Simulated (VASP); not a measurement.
# CdSe (F-43m) in VASP: Born charges and dielectric tensor with LDA

Aim: the Born charges and dielectric tensor of CdSe with LDA.

Program: VASP 6.6.1. These are calculated values, not measurements. Logs are shortened: lines on timing, memory, paths and dates and some standing lists are left out, and cuts for length are marked.

## (1) The structure

The structure is cubic, space group F-43m (No. 216). The conventional cell has a = 6.023 Å, b = 6.023 Å, c = 6.023 Å, α = 90.00°, β = 90.00°, γ = 90.00°. Cd (site symmetry -43m) has 4 Se at 2.61 Å as nearest neighbours. Se (site symmetry -43m) is surrounded by 4 Cd at 2.61 Å.

Measurements of this composition are mostly on another form, of space group No. 186.

## (2) Born charges and dielectric tensor, LDA

The input, INCAR:

```
PREC = Accurate ; ENCUT = 600
EDIFF = 1E-8 ; ISMEAR = 0
SIGMA = 0.02 ; LREAL = False
LASPH = True ; NELM = 100
ALGO = Normal ; ISIF = 2
LWAVE = False ; LCHARG = False
GGA = CA ; LEPSILON = True
IBRION = 8 ; NSW = 1
```

The input, KPOINTS:

```
regular mesh
0
Gamma
  14 14 14
```

The input, POSCAR:

```
CdSe
1.0
    0.0000000000      3.0113700000      3.0113700000
    3.0113700000      0.0000000000      3.0113700000
    3.0113700000      3.0113700000      0.0000000000
Cd Se
1 1
Direct
    0.0000000000      0.0000000000      0.0000000000
    0.2500000000      0.2500000000      0.2500000000
```

Potentials or basis: VASP PAW LDA potentials, release 64 (Cd, Se).

Command:

```bash
$ cat potpaw_LDA.64/Cd/POTCAR potpaw_LDA.64/Se/POTCAR > POTCAR
$ mpirun -np 1 vasp_std > vasp.out
```

OUTCAR:

```text
PREC = Accurate
   ENCUT = 600
   EDIFF = 1E-8
   ISMEAR = 0
   LREAL = False
   LASPH = True
   NELM = 100
   ISIF = 2
   GGA = CA
   LEPSILON = True
   IBRION = 8
   NSW = 1

 ion  position               nearest neighbor table
   1  0.000  0.000  0.000-   2 2.61   2 2.61   2 2.61   2 2.61
   2  0.250  0.250  0.250-   1 2.61   1 2.61   1 2.61   1 2.61

  LATTYP: Found a face centered cubic cell.
 ALAT       =     6.0227400000

  Lattice vectors:

 A1 = (   0.0000000000,   3.0113700000,   3.0113700000)
 A2 = (   3.0113700000,   0.0000000000,   3.0113700000)
 A3 = (   3.0113700000,   3.0113700000,   0.0000000000)

Analysis of symmetry for initial positions (statically):
=====================================================================
 Subroutine PRICEL returns:
 Original cell was already a primitive cell.

 Routine SETGRP: Setting up the symmetry group for a
 face centered cubic supercell.

 Subroutine GETGRP returns: Found 24 space group operations
 (whereof 24 operations were pure point group operations)
 out of a pool of 48 trial point group operations.

The static configuration has the point symmetry T_d .

Analysis of symmetry for dynamics (positions and initial velocities):
=====================================================================
 Subroutine PRICEL returns:
 Original cell was already a primitive cell.

 Routine SETGRP: Setting up the symmetry group for a
 face centered cubic supercell.

 Subroutine GETGRP returns: Found 24 space group operations
 (whereof 24 operations were pure point group operations)
 out of a pool of 48 trial point group operations.

The dynamic configuration has the point symmetry T_d .

 Subroutine INISYM returns: Found 24 space group operations
 (whereof 24 operations are pure point group operations),
 and found     1 'primitive' translations

----------------------------------------------------------------------------------------

                                     Primitive cell

  volume of cell :      54.6163

  direct lattice vectors                    reciprocal lattice vectors
     0.000000000  3.011370000  3.011370000    -0.166037385  0.166037385  0.166037385
     3.011370000  0.000000000  3.011370000     0.166037385 -0.166037385  0.166037385
     3.011370000  3.011370000  0.000000000     0.166037385  0.166037385 -0.166037385

  length of vectors
     4.258720295  4.258720295  4.258720295     0.287585187  0.287585187  0.287585187

  position of ions in fractional coordinates (direct lattice)
     0.000000000  0.000000000  0.000000000
     0.250000000  0.250000000  0.250000000

  ion indices of the primitive-cell ions
   primitive index   ion index
                 1           1
                 2           2

----------------------------------------------------------------------------------------

 KPOINTS: regular mesh

Automatic generation of k-mesh.
 Grid dimensions read from file:
 generate k-points for:   14   14   14

 Generating k-lattice:

  Cartesian coordinates                     Fractional coordinates (reciprocal lattice)
    -0.011859813  0.011859813  0.011859813     0.071428571  0.000000000  0.000000000
     0.011859813 -0.011859813  0.011859813     0.000000000  0.071428571  0.000000000
     0.011859813  0.011859813 -0.011859813     0.000000000  0.000000000  0.071428571

[... 533 lines left out ...]
  free energy    TOTEN  =        -1.46428470 eV

  energy without entropy =       -1.46428470

------------------------ aborting loop because EDIFF is reached ----------------------------------------

--------------------------------------- Ionic step        2  -------------------------------------------

------------------------ aborting loop because EDIFF is reached ----------------------------------------

--------------------------------------- Ionic step        3  -------------------------------------------

------------------------ aborting loop because EDIFF is reached ----------------------------------------

 PIEZOELECTRIC TENSOR FIELD DIRECTION 3  (e Angst)
 -----------------------------------------------------------------------------
    -0.00106 -2.29090  0.00000           (  0.00000  0.04022  0.00000)
    -2.29090 -0.00106  0.00000           (  0.04022  0.00000  0.00000)
     0.00000  0.00000 -0.00088           (  0.00000  0.00000 -0.00000)

 PIEZOELECTRIC TENSOR FIELD DIRECTION 3  (C/m^2)
 -----------------------------------------------------------------------------
    -0.00031 -0.67204  0.00000
    -0.67204 -0.00031  0.00000
     0.00000  0.00000 -0.00026

--------------------------------------- Ionic step        4  -------------------------------------------

------------------------ aborting loop because EDIFF is reached ----------------------------------------

[... ionic steps 5 to 6 ...]

--------------------------------------- Ionic step        7  -------------------------------------------

 Free energy of the ion-electron system (eV)
  ---------------------------------------------------
  ---------------------------------------------------
  free energy    TOTEN  =        -0.08453927 eV

  energy without entropy =       -0.08453927

------------------------ aborting loop because EDIFF is reached ----------------------------------------

 INTERNAL STRAIN TENSOR  FOR ION    2  DIRECTION 1   (eV/Angst):
 -----------------------------------------------------------------------------
     0.00693  0.00000  0.00000
     0.00000 -0.00172 -6.80829
     0.00000 -6.80829 -0.00172

 MACROSCOPIC STATIC DIELECTRIC TENSOR (including local field effects in DFT)
 ------------------------------------------------------
          10.299260    -0.000000    -0.000000
           0.000000    10.299260     0.000000
           0.000000     0.000000    10.299260
 ------------------------------------------------------

 PIEZOELECTRIC TENSOR (including local field effects)  for field in x, y, z        (e  Angst)
          XX          YY          ZZ          XY          YZ          ZX
  --------------------------------------------------------------------------------
  x     0.00000     0.00000    -0.00000     0.00000    -2.29857     0.00000
  y     0.00000     0.00000    -0.00000     0.00000     0.00000    -2.29857
  z     0.00000     0.00000     0.00000    -2.29857     0.00000     0.00000

 PIEZOELECTRIC TENSOR (including local field effects)  for field in x, y, z        (C/m^2)
          XX          YY          ZZ          XY          YZ          ZX
  --------------------------------------------------------------------------------
  x     0.00000     0.00000    -0.00000     0.00000    -0.67429     0.00000
  y     0.00000     0.00000    -0.00000     0.00000     0.00000    -0.67429
  z     0.00000     0.00000     0.00000    -0.67429     0.00000     0.00000

 BORN EFFECTIVE CHARGES (including local field effects) (in |e|, cummulative output)
 ---------------------------------------------------------------------------------
 ion    1
    1     2.23342    -0.00000    -0.00000
    2     0.00000     2.23342     0.00000
    3     0.00000     0.00000     2.23342
 ion    2
    1    -2.23342     0.00000     0.00000
    2     0.00000    -2.23342     0.00000
    3     0.00000     0.00000    -2.23342

 INTERNAL STRAIN TENSOR FOR ION    2 for displacements in x,y,z  (eV/Angst):
          X           Y           Z          XY          YZ          ZX
  --------------------------------------------------------------------------------
  x     0.00000     0.00000     0.00000     0.00000    -6.80829     0.00000
  y     0.00000     0.00000     0.00000     0.00000     0.00000    -6.80829
  z     0.00000     0.00000     0.00000    -6.80829     0.00000     0.00000

 SECOND DERIVATIVES (NOT SYMMETRIZED)
 ------------------------------------
               1X          1Y          1Z          2X          2Y          2Z
  1X    -5.320103    0.000000    0.000000    5.320103    0.000000    0.000000
  1Y     0.000000   -5.320103    0.000000    0.000000    5.320103    0.000000
  1Z     0.000000    0.000000   -5.320103    0.000000    0.000000    5.320103
  2X     5.295124    0.000000    0.000000   -5.295124    0.000000    0.000000
  2Y     0.000000    5.295124    0.000000    0.000000   -5.295124    0.000000
  2Z     0.000000    0.000000    5.295124    0.000000    0.000000   -5.295124

 Eigenvectors and eigenvalues of the dynamical matrix
 ----------------------------------------------------

   1 f  =    5.287391 THz    33.221657 2PiTHz  176.368379 cm-1    21.866882 meV
             X         Y         Z           dx          dy          dz
      0.000000  0.000000  0.000000    -0.000000   -0.643229    0.000000
      1.505685  1.505685  1.505685     0.000000    0.765674    0.000000
[... 21 lines left out ...]
   6 f/i=    0.006128 THz     0.038501 2PiTHz    0.204395 cm-1     0.025342 meV
             X         Y         Z           dx          dy          dz
      0.000000  0.000000  0.000000     0.683304   -0.343663    0.035334
      1.505685  1.505685  1.505685     0.574031   -0.288705    0.029684

--------------------------------------------------------------------------------------------------------

 MACROSCOPIC STATIC DIELECTRIC TENSOR IONIC CONTRIBUTION
 ------------------------------------------------------
           3.113756    -0.000000    -0.000000
          -0.000000     3.113756     0.000000
          -0.000000     0.000000     3.113756
 ------------------------------------------------------

 ELASTIC MODULI CONTR FROM IONIC RELAXATION (kBar)
 Direction    XX          YY          ZZ          XY          YZ          ZX
 --------------------------------------------------------------------------------
 XX          -0.0000     -0.0000     -0.0000     -0.0000      0.0000      0.0000
 YY          -0.0000     -0.0000     -0.0000     -0.0000     -0.0000      0.0000
 ZZ          -0.0000     -0.0000     -0.0000      0.0000     -0.0000      0.0000
 XY          -0.0000     -0.0000      0.0000   -260.5736      0.0000      0.0000
 YZ           0.0000     -0.0000     -0.0000      0.0000   -260.5736      0.0000
 ZX           0.0000      0.0000      0.0000      0.0000      0.0000   -260.5736
 --------------------------------------------------------------------------------

 PIEZOELECTRIC TENSOR IONIC CONTR  for field in x, y, z        (C/m^2)
          XX          YY          ZZ          XY          YZ          ZX
  --------------------------------------------------------------------------------
  x     0.00000     0.00000     0.00000    -0.00000     0.84758    -0.00000
  y    -0.00000     0.00000    -0.00000     0.00000     0.00000     0.84758
  z     0.00000     0.00000     0.00000     0.84758     0.00000     0.00000
```

Run time: 17 min. Hardware: 1 thread of Intel Xeon 6975P-C (Granite Rapids), shared host; peak memory 0.96 GiB.

Results:

| Quantity | Value |
| --- | --- |
| Band gap on the k mesh | 0.42 eV, direct |
| Electronic dielectric tensor (diagonal) | 10.30 |
| Born charges (mean of the diagonal) | Cd +2.23; Se -2.23 e |
| Highest phonon frequency at Γ, LO-TO splitting left out | 176 cm⁻¹ |

Phonon frequencies in cm⁻¹ (negative: imaginary):
```
              q point        frequencies
(0.000, 0.000, 0.000)  0 0 0 176 176 176
```

Electronic dielectric tensor:
```
10.30  0.00  0.00
 0.00 10.30  0.00
 0.00  0.00 10.30
```

Born effective charge tensors (e):
atom 1, Cd
```
2.23 0.00 0.00
0.00 2.23 0.00
0.00 0.00 2.23
```
atom 2, Se
```
-2.23  0.00  0.00
 0.00 -2.23  0.00
 0.00  0.00 -2.23
```

Caveat: the gap is small at this level, which inflates the dielectric constant.
